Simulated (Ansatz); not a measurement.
Structure search for B2P5

Level of theory: Ansatz 0.2.0, DFT PBE, scalar-relativistic, plane waves, PAW. Settings: cutoff 420 eV, Γ-centred meshes spaced at most about 0.3 Å⁻¹, and about 0.25 Å⁻¹ or finer for metals (2π included), Gaussian smearing. No spin polarisation.

Formation energies are uncorrected and refer to the elements' standard structures at the same level. The references include black phosphorus.

All energies are static (0 K, no zero-point motion). Larger cells and other orderings weren't all tried, so the list isn't exhaustive. For metals, differences of a few meV/atom aren't resolved. No dispersion correction is applied, so the spacing and binding between layers, chains or molecules are poorly described (Pm, P-3m1 at 15.0 Å³/atom, P-3m1 at 15.8 Å³/atom), and this can change margins and order among such cells. In P-42m an odd number of electrons in the primitive cell allows no gap without spin; a larger cell or a magnetic state could open one. The reference form of P is held partly by dispersion forces, which this level lacks.

Invented guesses were relaxed alike, and ends that match in structure were merged. ΔE counts from the first row. Coordination counts P atoms around B (those within 1.25 times the shortest such distance or 1.15 times the sum of covalent radii, 1.27 where that leaves under three; a slash parts the counts of unlike sites). The ends were matched against large subsets of the Crystallography Open Database and the Materials Project, so a missing match doesn't prove that a structure is unreported.

```csv
#,reached from,type and space group,atoms,Å³/atom,coordination,ΔE (meV/atom),gap on mesh (eV),in databases
1,a cell proposed by chemical analogy,Pm (No. 6),14,17.4,B 3/4,0,0.00,no match
2,a cell proposed by chemical analogy,P-3m1 (No. 164),14,15.0,B 4,60,0.00,no match
3,a cell proposed by chemical analogy,P-42m (No. 111),7,14.3,B 4,138,0.00,no match
4,a cell proposed by chemical analogy,P-3m1 (No. 164),14,15.8,B 4,141,0.00,no match
```

The lowest: Space group Pm (No. 6), monoclinic, a = 4.627 Å, b = 3.243 Å, c = 16.387 Å, β = 97.3°. Around B on its first site lie 4 P at 1.97–2.02 Å; around B on its second site lie 3 P at 1.89–1.93 Å; B on its third site is surrounded by 4 P at 1.97–1.99 Å; B on its fourth site is surrounded by 4 P at 1.96–2.03 Å; P on its first site has 3 B at 1.97–1.98 Å and 1 P at 2.25 Å; 9 more sites not described. Its energy over the elements is −0.10 eV/atom. Whether it is stable depends on the other phases of the system, which aren't compared here. An observed structure of this formula, if there is one, may be missing.

```cif
data_structure
_symmetry_space_group_name_H-M 'Pm'
_symmetry_Int_Tables_number 6
_cell_length_a 4.6266
_cell_length_b 3.2430
_cell_length_c 16.3875
_cell_angle_alpha 90.000
_cell_angle_beta 97.317
_cell_angle_gamma 90.000
_cell_volume 243.88
loop_
_atom_site_label
_atom_site_type_symbol
_atom_site_symmetry_multiplicity
_atom_site_Wyckoff_symbol
_atom_site_fract_x
_atom_site_fract_y
_atom_site_fract_z
_atom_site_occupancy
B1 B 1 a 0.01504 0.00000 0.21262 1
B2 B 1 a 0.88821 0.00000 0.03856 1
B3 B 1 b 0.56583 0.50000 0.31120 1
B4 B 1 b 0.47390 0.50000 0.11420 1
P1 P 1 a 0.31768 0.00000 0.30835 1
P2 P 1 a 0.13319 0.00000 0.42895 1
P3 P 1 a 0.23422 0.00000 0.11379 1
P4 P 1 b 0.76932 0.50000 0.21257 1
P5 P 1 b 0.80993 0.50000 0.42037 1
P6 P 1 b 0.67275 0.50000 0.01064 1
P7 P 1 a 0.08540 0.00000 0.77740 1
P8 P 1 b 0.40960 0.50000 0.77624 1
P9 P 1 a 0.84997 0.00000 0.64724 1
P10 P 1 b 0.52493 0.50000 0.64586 1
```

The second: Space group P-3m1 (No. 164), trigonal, a = 3.249 Å, c = 23.037 Å. B on its first site has 4 P at 1.98 Å; around B on its second site lie 4 P at 1.97–1.98 Å; around P on its first site lie 3 P at 2.25 Å; P on its second site has 3 P at 2.25 Å; 3 more sites not described. Counting P atoms around B, the first has B 3/4 and the second has B 4. The first and the second both hold P–P nets. Cells relaxed within their symmetry can be saddle points. Some types were kept out of the candidates beforehand, so the set may lack a known form.
